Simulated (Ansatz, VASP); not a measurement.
Fe in VASP and in Ansatz

The input INCAR:

```
PREC = Accurate ; ENCUT = 600
EDIFF = 1E-6 ; ISMEAR = -1
SIGMA = 0.1 ; LREAL = False
LASPH = True ; NELM = 80
ALGO = Normal ; ISIF = 3
LWAVE = False ; LCHARG = False
GGA = PS ; IBRION = 2
NSW = 80 ; EDIFFG = -0.01
```

KPOINTS

```
regular mesh
0
Gamma
  15 15 15
```

File POSCAR:

```
Fe
1.0
    0.0000000000      1.8057818448      1.8057818448
    1.8057818448      0.0000000000      1.8057818448
    1.8057818448      1.8057818448      0.0000000000
Fe
1
Direct
    0.0000000000      0.0000000000      0.0000000000
```

Input for Ansatz:

```yaml
crystal:
  lattice:
    - [0.0, 1.8057818448, 1.8057818448]
    - [1.8057818448, 0.0, 1.8057818448]
    - [1.8057818448, 1.8057818448, 0.0]
  atoms:
    - { symbol: Fe, position: [0.0, 0.0, 0.0] }
hamiltonian:
  xc: pbesol
  pseudopotentials:
    kind: paw
    azcp:
      Fe: "pseudopotentials/Fe.paw.azcp"
basis:
  ecutwfc: 420
  fft_grid_basis: typed
kpoints:
  mp_grid: { grid: [15, 15, 15], shift: [0, 0, 0] }
magnetization:
  spin_polarized: false
scf:
  occupations: { method: fermi_dirac, width: 0.1 }
relax:
  max_steps: 60
  f_tol: 0.01
  cell: {}
```

The cell was built by a generator and needn't be a form met in nature.

Alike in both runs: task relaxation of cell and atoms; functional PBEsol; k mesh 15 × 15 × 15; occupations fermi-dirac, width 0.1 eV; no spin polarisation.

|  | VASP | Ansatz |
| --- | --- | --- |
| version | VASP 6.6.1 | Ansatz 0.2.0 |
| potentials or method | VASP PAW PBE potentials, release 64 (Fe) | plane waves (420 eV) with PAW, scalar-relativistic |
| plane-wave cutoff (eV) | 600 | 420 |
| valence electrons in the cell | 8 | 16 |

```csv
,VASP,Ansatz,Ansatz less VASP
relaxed volume (Å³/atom),9.86,9.88,+0.020
relaxed cell length with the largest relative difference (Å),2.407,2.409,+0.0016
energy change over the relaxation (meV/atom),-260,-258,+2.2
```

The two sets of potentials don't hold the same shells in valence. Ansatz warned: «pseudo_functional_mismatch».

Caveats: the volume moved by over 15 % at a fixed basis, so the end points are rough (VASP); the PAW data sets were made with another functional, which shifts forces and pressure a little (VASP); the run has no spin polarisation, though such a crystal can be magnetic. Spin polarisation is off, so any magnetic state and its effect on volume and gap are missing.
